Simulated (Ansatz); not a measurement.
Relaxed CsPbI$_{3}$ (cubic perovskite):

```yaml
crystal:
  lattice:
    - [12.78095, 0.00000, 0.00000]
    - [6.39047, 6.39047, 0.00000]
    - [0.00000, 0.00000, 6.39047]
  atoms:
    - { symbol: Cs, position: [0.00000, 0.00000, 0.00000] }
    - { symbol: Cs, position: [0.50000, 0.00000, 0.00000] }
    - { symbol: Pb, position: [0.00000, 0.50000, 0.50000] }
    - { symbol: Pb, position: [0.50000, 0.50000, 0.50000] }
    - { symbol: I, position: [0.75000, 0.50000, 0.50000] }
    - { symbol: I, position: [0.25000, 0.50000, 0.50000] }
    - { symbol: I, position: [0.00000, 0.50000, 0.00000] }
    - { symbol: I, position: [0.50000, 0.50000, 0.00000] }
    - { symbol: I, position: [0.25000, 0.00000, 0.50000] }
    - { symbol: I, position: [0.75000, 0.00000, 0.50000] }
```

A phonon eigenvector at M = (0.5, 0.5, 0.0) is frozen into this cell: atom i moves by Q times the vector below, so Q is the largest atomic displacement, in Å. The cell is held. (q is in reciprocal vectors of the primitive cell; the cell shown is doubled to hold the pattern.)

```tsv
atom	x	y	z
I5	0.000	1.000	0.000
I6	0.000	-1.000	0.000
I9	1.000	0.000	0.000
I10	-1.000	0.000	0.000
```

Atoms not listed stay in place.

Calculation: PBE (plane waves to 420 eV, PAW, scalar-relativistic; Ansatz, a first-principles code). k mesh 5×5×5 (Γ-centred), Fermi-Dirac smearing 0.05 eV. Energies are smeared free energies. CsPbI3 was relaxed with its symmetry unable to fall. Spin-orbit coupling is left out, though I and Pb are heavy. This is a high-temperature form of CsPbI3. The zero of ΔE is the undisplaced structure.

```csv
Q (Å),ΔE (meV/cell)
-0.2800,122.7
-0.2333,83.8
-0.1867,52.9
-0.1400,29.4
-0.0933,withheld
-0.0467,3.2
0.0000,0.0
0.0467,3.2
0.0933,withheld
0.1400,29.4
0.1867,52.9
0.2333,83.8
0.2800,122.7
```

Task: Fit an even polynomial form (powers 2, 4) to the given rows and predict ΔE at Q = -0.0933.

Result: Least squares on the 11 given rows: ΔE = (1480)·Q² + (1089)·Q⁴, in meV/cell with Q in Å; root-mean-square residual 0.02 meV/cell. At -0.0933 the fit gives 13.0 meV/cell; the calculation gives 13.0 meV/cell, the same to the digits shown. The quadratic term alone would give 12.9 meV/cell.

(For displaced atoms, the force is minus the slope of the energy, and its curvature is a force constant, which sets phonon frequencies.)
